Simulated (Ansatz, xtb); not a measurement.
**Two isomers of C3H6O**

Structure I: `CCC=O`, a singlet. Structure II: `CC(C)=O`, a singlet. Both are isolated molecules in the gas phase, relaxed with B3LYP/def2-SVP; each stands in its lowest conformer found.

Quicker runs give these differences E(II) − E(I): GFN2-xTB −36.3 kJ/mol; HF/STO-3G −26.0 kJ/mol (at GFN2-xTB geometries); r2SCAN-D4/def2-SVP −27.0 kJ/mol (at GFN2-xTB geometries).

Problem. Estimate E(II) − E(I) at the level CCSD(T)/def2-TZVP.

Solution. Calculated at CCSD(T)/def2-TZVP: E(II) − E(I) = −26.6 kJ/mol, so structure II lies lower.

How the difference moves with the method:

```csv
level,geometry,E(II) − E(I) (kJ/mol),departure from the last row (kJ/mol),"job, with rough time for the two"
GFN2-xTB,GFN2-xTB,−36.3,−9.7,"optimisation, 0.17 s"
HF/STO-3G,GFN2-xTB,−26.0,+0.6,"single point, 0.36 s"
r2SCAN-D4/def2-SVP,GFN2-xTB,−27.0,−0.3,"single point, 2.6 s"
B3LYP/def2-SVP,B3LYP/def2-SVP,−24.6,+2.0,"optimisation, 26 s"
HF/def2-TZVP,B3LYP/def2-SVP,−27.9,−1.3,part of the CCSD(T) run
MP2/def2-TZVP,B3LYP/def2-SVP,−27.0,−0.4,part of the CCSD(T) run
CCSD(T)/def2-TZVP,B3LYP/def2-SVP,−26.6,,"single point, 81 s"
```

As drawn, both hold the same kinds of bond in the same numbers. Structure I has 1 methyl group, II 2.

None of the levels shown reverses the order. The largest departure from CCSD(T)/def2-TZVP is that of GFN2-xTB, 9.7 kJ/mol.

With harmonic frequencies from B3LYP/def2-SVP (ideal gas, rigid rotor, one conformer each, 298.15 K, 1 atm): on the last row, ΔE + ΔZPE = −29.1 kJ/mol. A mode under 50 cm⁻¹ makes harmonic enthalpies and free energies unreliable, so none is given.

The correlated steps freeze 4 core orbitals. Run with Ansatz 0.2.0, xtb 6.7.1; the last row on 2 threads of AMD EPYC 7R43 64-Core Processor (Zen 3) on a shared host.
